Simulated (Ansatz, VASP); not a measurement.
## One calculation of BAs, two programs

```xyz
2
Lattice="0.0000 2.3553 2.3553 2.3553 0.0000 2.3553 2.3553 2.3553 0.0000" Properties=species:S:1:pos:R:3 pbc="T T T"
B     0.0000    0.0000    0.0000
As    1.1777    1.1777    1.1777
```

Alike in both runs: task single point; functional PBE; k mesh 10 × 10 × 10; occupations gaussian, width 0.02 eV; no spin polarisation.

```csv
,VASP,Ansatz
version,VASP 6.6.1,Ansatz 0.2.0
potentials or method,"VASP PAW PBE potentials, release 64 (B, As)","scalar-relativistic, plane waves, PAW"
plane-wave cutoff (eV),520,420
valence electrons in the cell,8,18
```

|  | VASP | Ansatz | Ansatz less VASP |
| --- | --- | --- | --- |
| gap on the k mesh at the Fermi level (eV) | 1.13 | 1.14 | +0.010 |
| least direct gap on the mesh (eV) | 3.33 | 3.33 | +0.004 |
| pressure (GPa) | 10.1 | 9.3 | -0.80 |

The two sets of potentials don't hold the same shells in valence.

A k mesh can miss the band edges. A hybrid or GW would open this gap; PBE tends to underestimate it.
